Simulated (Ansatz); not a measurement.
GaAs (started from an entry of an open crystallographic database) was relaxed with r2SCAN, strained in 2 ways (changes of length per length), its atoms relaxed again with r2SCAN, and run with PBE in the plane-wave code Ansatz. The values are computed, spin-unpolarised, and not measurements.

Uniaxial +2.62 % along z, other directions held. Input:
```yaml
crystal:
  lattice:
    - [0.0, 2.8330831925, 2.9073099721]
    - [2.8330831925, 0.0, 2.9073099721]
    - [2.8330831925, 2.8330831925, 0.0]
  atoms:
    - { symbol: Ga, position: [0.0, 0.0, 0.0] }
    - { symbol: As, position: [0.25, 0.25, 0.25] }
kpoints:
  mp_grid: { grid: [8, 8, 8] }
  band_path:
    path:
      - [0.0, 0.0, 0.0]
      - [-0.5, -0.5, 0.0]
      - [-0.375, -0.375, 0.25]
      - [-0.375, 0.0, 0.375]
      - [0.0, 0.0, 0.5]
      - [-0.5, -0.25, 0.25]
    npoints: 1
hamiltonian:
  xc: pbe
scf:
  occupations: { method: fermi_dirac, width: 0.02 }
  n_extra_bands: 4
output:
  forces: true
  stress: true
  eigenvalues: true
```

Main results, then levels in eV from the Fermi energy at the points of the path (names of the unstrained zone, bands numbered from 0):
```
Crystal: 2 atoms, lattice volume = 46.670 Å³
Basis set: ecut = 420 eV, 909 PW (Γ)
Symmetry: 8 space group operations
Space group: I-4m2 (ITA 119)
k-points: 59 of 512 (time reversal used)
Free energy (F): -8639.849529 eV
Fermi energy:    7.916687 eV
--- Stress (GPa, compression-positive) ---
        1.494005       0.000000       0.000000
        0.000000       1.494005       0.000000
        0.000000       0.000000      -0.096023
  P = ⅓ Tr σ = 0.9640 GPa (9.640 kbar)
```
```tsv
point	band_10	band_11	band_12	band_13	band_14	band_15	band_16
Γ	-12.665	-0.267	-0.117	-0.117	0.103	3.543	3.543
X	-10.365	-6.927	-2.616	-2.616	1.469	1.669	9.737
U	-10.373	-6.716	-3.856	-2.210	1.955	4.591	7.604
K	-10.326	-6.619	-3.852	-2.382	1.751	4.305	7.587
L	-11.000	-6.625	-1.361	-1.155	0.737	4.395	4.551
W	-10.267	-6.673	-3.542	-3.354	4.384	4.598	5.278
```

PBE gives a direct gap of 0.22 eV at Γ. With the atoms held, the mean pressure is +0.96 GPa (compression positive).

Uniaxial +1.02 % along x, other directions held. These blocks change:
```yaml
crystal:
  lattice:
    - [0.0, 2.8330831925, 2.8330831925]
    - [2.861980641, 0.0, 2.8330831925]
    - [2.861980641, 2.8330831925, 0.0]
  atoms:
    - { symbol: Ga, position: [0.0, 0.0, 0.0] }
    - { symbol: As, position: [0.25, 0.25, 0.25] }
```

```
Crystal: 2 atoms, lattice volume = 45.943 Å³
Basis set: ecut = 420 eV, 909 PW (Γ)
Symmetry: 8 space group operations
Space group: I-4m2 (ITA 119)
k-points: 59 of 512 (time reversal used)
Free energy (F): -8639.846068 eV
Fermi energy:    8.169917 eV
--- Stress (GPa, compression-positive) ---
        1.633571       0.000000       0.000000
        0.000000       2.243310       0.000000
        0.000000       0.000000       2.243310
  P = ⅓ Tr σ = 2.0401 GPa (20.401 kbar)
```
```tsv
point	band_10	band_11	band_12	band_13	band_14	band_15	band_16
Γ	-12.820	-0.251	-0.192	-0.192	0.178	3.514	3.514
X	-10.380	-6.925	-2.853	-2.847	1.270	1.428	9.792
U	-10.423	-6.750	-3.979	-2.440	1.738	4.353	7.652
K	-10.423	-6.750	-3.979	-2.440	1.738	4.353	7.652
L	-11.108	-6.754	-1.368	-1.286	0.743	4.395	4.461
W	-10.329	-6.751	-3.665	-3.470	4.259	4.444	5.060
```

With PBE the gap is 0.37 eV and direct, at Γ. At this geometry PBE finds +2.04 GPa, compression counted positive: its own equilibrium volume is larger.

Spin-orbit coupling is left out.
